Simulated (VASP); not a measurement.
A run of VASP 6.6.1:

File INCAR:

```
ALGO = Normal
EDIFF = 1E-7
ENCUT = 520
GGA = PS
ISIF = 2
ISMEAR = -1
LASPH = T
LCHARG = T
LELF = T
LREAL = F
LVHAR = T
LWAVE = F
NBANDS = 15
NELM = 100
PREC = Accurate
SIGMA = 0.05
```

The input KPOINTS:

```
k-points
0
Gamma
  10 10 10
```

The input POSCAR:

```
TaN
1.0
    0.0000000000      2.2113230000      2.2113230000
    2.2113230000      0.0000000000      2.2113230000
    2.2113230000      2.2113230000      0.0000000000
Ta N
1 1
Direct
    0.5000000000      0.5000000000      0.5000000000
    0.0000000000      0.0000000000      0.0000000000
```

Potentials or basis: VASP PAW PBE potentials, release 64 (Ta_pv, N).

Command:

```bash
$ cat potpaw_PBE.64/Ta_pv/POTCAR potpaw_PBE.64/N/POTCAR > POTCAR
$ mpirun -np 1 vasp_std > vasp.out
```

Hardware: 1 thread of Intel(R) Xeon(R) Platinum 8259CL CPU @ 2.50GHz (Skylake/Cascade Lake), on a shared host.

How long does it take, and how much memory?

Run time: 18 s on 1 thread of Intel(R) Xeon(R) Platinum 8259CL CPU @ 2.50GHz (Skylake/Cascade Lake) (shared host), peak memory 0.14 GiB. Counts: scf iterations 14, k points 47.
